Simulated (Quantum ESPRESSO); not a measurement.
Runs of Quantum ESPRESSO 7.5 on Tl. The structure is hexagonal, space group P6_3/mmc (No. 194). The conventional cell has a = 3.456 Å, b = 3.456 Å, c = 5.525 Å, α = 90.00°, β = 90.00°, γ = 120.00°. Tl (site symmetry -6m2) has 12 Tl at 3.41 to 3.46 Å as nearest neighbours. 

```tsv
task	level	potentials or basis	cell	k mesh	cutoff (eV)	form of the LDA correlation	SCF threshold	symmetry	gap on the mesh (eV)	pressure (GPa)	V0 of scaled cells (Å³/atom)	B0 (GPa)
equation of state	LDA	GBRV 1.5 LDA	as given	9 × 9 × 5	612	PZ81	4e-10 Ry	-	-	-	27.42	43
single point	PBEsol	GBRV 1.5 PBEsol	as given	9 × 9 × 5	612	-	4e-10 Ry	-	none	-0.1	-	-
equation of state	r2SCAN	SG15 PBE 1.2	as given	7 × 7 × 4	844	-	1e-08 Ry	off	-	-	28.98	(b)
single point	PBEsol	GBRV 1.5 PBEsol	atoms moved at random, drawn with an rms of 0.05 Å	9 × 9 × 5	612	-	4e-10 Ry	-	none	-0.1	-	-
equation of state	PBEsol	GBRV 1.5 PBEsol	as given	9 × 9 × 5	612	-	4e-10 Ry	-	-	-	(a)	36
band structure	PBEsol	GBRV 1.5 PBEsol	as given	9 × 9 × 5	612	-	4e-10 Ry	-	none	-0.1	-	-
```

Alike in all rows: no spin polarisation; smearing fermi-dirac 0.05 eV.

Problem. Fill in the values left out.

Solution. (a) 28.75; (b) 35.

Caveats: the cell was scaled at fixed shape and fractional positions, which overstates the stiffness of a crystal with free parameters, most of all of layers and chains (some runs); the potentials were made for another functional, which shifts forces and pressure (some runs); spin-orbit coupling is left out, which moves the levels of the heavy elements (some runs).

A k mesh can miss the band edges, and the runs leave out spin-orbit coupling on Tl.

A gap of «none» marks a metal or a gap under the smearing width.
